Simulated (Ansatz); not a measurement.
Energy landscape near a Be structure

Level of theory: Ansatz, DFT PBE, scalar-relativistic, plane waves, PAW.

Cutoff 420 eV; k points 24×24×24 on the computed 1-atom cell (Γ-centred); Gaussian smearing, width 0.10 eV; no spin polarisation.

Reference cell:

```yaml
crystal:
  lattice:
    - [-1.25312, 1.25312, 1.25312]
    - [1.25312, -1.25312, 1.25312]
    - [1.25312, 1.25312, -1.25312]
  atoms:
    - { symbol: Be, position: [0.00000, 0.00000, 0.00000] }
```

Each variant moves atoms of this cell by the vectors given, if any (Å), and then applies a symmetric strain (tensor components, Cartesian axes). The reference cell isn't relaxed at this level. Energies are per atom at zero smearing, counted from the lowest variant. Pressure is positive in compression.

1. strain (xx yy zz yz xz xy, %) -0.43 -0.43 -0.43 0.00 0.00 0.00
2. strain (xx yy zz yz xz xy, %) 3.09 3.09 3.09 0.00 0.00 0.00
3. strain (xx yy zz yz xz xy, %) -1.44 -1.44 -1.44 0.00 0.00 0.00

```tsv
result	ΔE (meV/atom)	P (GPa)
A	0.0	0.76
B	27.8	-10.22
C	4.0	4.83
```

Question: Which variant gave which result?

Answer: A is 1, B is 2, C is 3. The pressure falls as the cell grows: from the smallest volume to the largest the variants are 3, 1, 2.

This bcc form isn't the element's structure at ambient conditions.